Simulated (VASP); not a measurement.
Here is a VASP 6.6.1 calculation.

Contents of INCAR:

```
PREC = Accurate
ENCUT = 520
EDIFF = 1E-6
ISMEAR = 0
SIGMA = 0.03
LREAL = False
LASPH = True
NELM = 80
ALGO = Normal
ISIF = 2
LWAVE = False
LCHARG = False
NBANDS = 21
```

Contents of KPOINTS:

```
Automatic mesh
0
Gamma
  10 10 10
```

File POSCAR:

```
Sn                                      
1.0
    0.0000000000      3.2685833775      3.2685833775
    3.2685833775      0.0000000000      3.2685833775
    3.2685833775      3.2685833775      0.0000000000
  Sn            
     2
Direct
     0.0000000000000000    0.0000000000000000    0.0000000000000000
     0.2500000000000000    0.2500000000000000    0.2500000000000000
```

KPOINTS_OPT

```
explicit points
109
Reciprocal
 0.0000000000  0.0000000000  0.0000000000 1
 0.0555555556  0.0000000000  0.0555555556 1
 0.1111111111  0.0000000000  0.1111111111 1
 0.1666666667  0.0000000000  0.1666666667 1
 0.2222222222  0.0000000000  0.2222222222 1
 0.2777777778  0.0000000000  0.2777777778 1
 0.3333333333  0.0000000000  0.3333333333 1
 0.3888888889  0.0000000000  0.3888888889 1
 0.4444444444  0.0000000000  0.4444444444 1
 0.5000000000  0.0000000000  0.5000000000 1
 0.5000000000  0.0000000000  0.5000000000 1
 0.5000000000  0.0277777778  0.5277777778 1
 0.5000000000  0.0555555556  0.5555555556 1
 0.5000000000  0.0833333333  0.5833333333 1
 0.5000000000  0.1111111111  0.6111111111 1
 0.5000000000  0.1388888889  0.6388888889 1
 0.5000000000  0.1666666667  0.6666666667 1
 0.5000000000  0.1944444444  0.6944444444 1
 0.5000000000  0.2222222222  0.7222222222 1
 0.5000000000  0.2500000000  0.7500000000 1
 0.5000000000  0.2500000000  0.7500000000 1
 0.4861111111  0.2638888889  0.7500000000 1
 0.4722222222  0.2777777778  0.7500000000 1
 0.4583333333  0.2916666667  0.7500000000 1
 0.4444444444  0.3055555556  0.7500000000 1
 0.4305555556  0.3194444444  0.7500000000 1
 0.4166666667  0.3333333333  0.7500000000 1
 0.4027777778  0.3472222222  0.7500000000 1
 0.3888888889  0.3611111111  0.7500000000 1
 0.3750000000  0.3750000000  0.7500000000 1
 0.3750000000  0.3750000000  0.7500000000 1
 0.3333333333  0.3333333333  0.6666666667 1
 0.2916666667  0.2916666667  0.5833333333 1
 0.2500000000  0.2500000000  0.5000000000 1
 0.2083333333  0.2083333333  0.4166666667 1
 0.1666666667  0.1666666667  0.3333333333 1
 0.1250000000  0.1250000000  0.2500000000 1
 0.0833333333  0.0833333333  0.1666666667 1
 0.0416666667  0.0416666667  0.0833333333 1
 0.0000000000  0.0000000000  0.0000000000 1
 0.0000000000  0.0000000000  0.0000000000 1
 0.0555555556  0.0555555556  0.0555555556 1
 0.1111111111  0.1111111111  0.1111111111 1
 0.1666666667  0.1666666667  0.1666666667 1
 0.2222222222  0.2222222222  0.2222222222 1
 0.2777777778  0.2777777778  0.2777777778 1
 0.3333333333  0.3333333333  0.3333333333 1
 0.3888888889  0.3888888889  0.3888888889 1
 0.4444444444  0.4444444444  0.4444444444 1
 0.5000000000  0.5000000000  0.5000000000 1
 0.5000000000  0.5000000000  0.5000000000 1
 0.5138888889  0.4722222222  0.5138888889 1
 0.5277777778  0.4444444444  0.5277777778 1
 0.5416666667  0.4166666667  0.5416666667 1
 0.5555555556  0.3888888889  0.5555555556 1
 0.5694444444  0.3611111111  0.5694444444 1
 0.5833333333  0.3333333333  0.5833333333 1
 0.5972222222  0.3055555556  0.5972222222 1
 0.6111111111  0.2777777778  0.6111111111 1
 0.6250000000  0.2500000000  0.6250000000 1
 0.6250000000  0.2500000000  0.6250000000 1
 0.6111111111  0.2500000000  0.6388888889 1
 0.5972222222  0.2500000000  0.6527777778 1
 0.5833333333  0.2500000000  0.6666666667 1
 0.5694444444  0.2500000000  0.6805555556 1
 0.5555555556  0.2500000000  0.6944444444 1
 0.5416666667  0.2500000000  0.7083333333 1
 0.5277777778  0.2500000000  0.7222222222 1
 0.5138888889  0.2500000000  0.7361111111 1
 0.5000000000  0.2500000000  0.7500000000 1
 0.5000000000  0.2500000000  0.7500000000 1
 0.5000000000  0.2777777778  0.7222222222 1
 0.5000000000  0.3055555556  0.6944444444 1
 0.5000000000  0.3333333333  0.6666666667 1
 0.5000000000  0.3611111111  0.6388888889 1
 0.5000000000  0.3888888889  0.6111111111 1
 0.5000000000  0.4166666667  0.5833333333 1
 0.5000000000  0.4444444444  0.5555555556 1
 0.5000000000  0.4722222222  0.5277777778 1
 0.5000000000  0.5000000000  0.5000000000 1
 0.5000000000  0.5000000000  0.5000000000 1
 0.4861111111  0.4861111111  0.5277777778 1
 0.4722222222  0.4722222222  0.5555555556 1
 0.4583333333  0.4583333333  0.5833333333 1
 0.4444444444  0.4444444444  0.6111111111 1
 0.4305555556  0.4305555556  0.6388888889 1
 0.4166666667  0.4166666667  0.6666666667 1
 0.4027777778  0.4027777778  0.6944444444 1
 0.3888888889  0.3888888889  0.7222222222 1
 0.3750000000  0.3750000000  0.7500000000 1
 0.6250000000  0.2500000000  0.6250000000 1
 0.6111111111  0.2222222222  0.6111111111 1
 0.5972222222  0.1944444444  0.5972222222 1
 0.5833333333  0.1666666667  0.5833333333 1
 0.5694444444  0.1388888889  0.5694444444 1
 0.5555555556  0.1111111111  0.5555555556 1
 0.5416666667  0.0833333333  0.5416666667 1
 0.5277777778  0.0555555556  0.5277777778 1
 0.5138888889  0.0277777778  0.5138888889 1
 0.5000000000  0.0000000000  0.5000000000 1
 0.0000000000  0.0000000000  0.0000000000 1
 0.3750000000  0.3750000000  0.7500000000 1
 0.5000000000  0.5000000000  0.5000000000 1
 0.6250000000  0.2500000000  0.6250000000 1
 0.5000000000  0.2500000000  0.7500000000 1
 0.5000000000  0.0000000000  0.5000000000 1
 0.4000000000  0.0000000000  0.4000000000 1
 0.4250000000  0.0000000000  0.4250000000 1
 0.4500000000  0.0000000000  0.4500000000 1
```

Potentials or basis: VASP PAW LDA potentials, release 64 (Sn_d).

The run is started by

```sh
$ cat potpaw_LDA.64/Sn_d/POTCAR > POTCAR
$ mpirun -np 1 vasp_std > vasp.out
```

(1) What does it give for the pressure?

(2) What does it give for the band gap along the path?

Results:

(1) -1.2 GPa.

(2) none (metal or under the smearing width).

Caveat: spin-orbit coupling is left out, which moves the levels of the heavy elements.
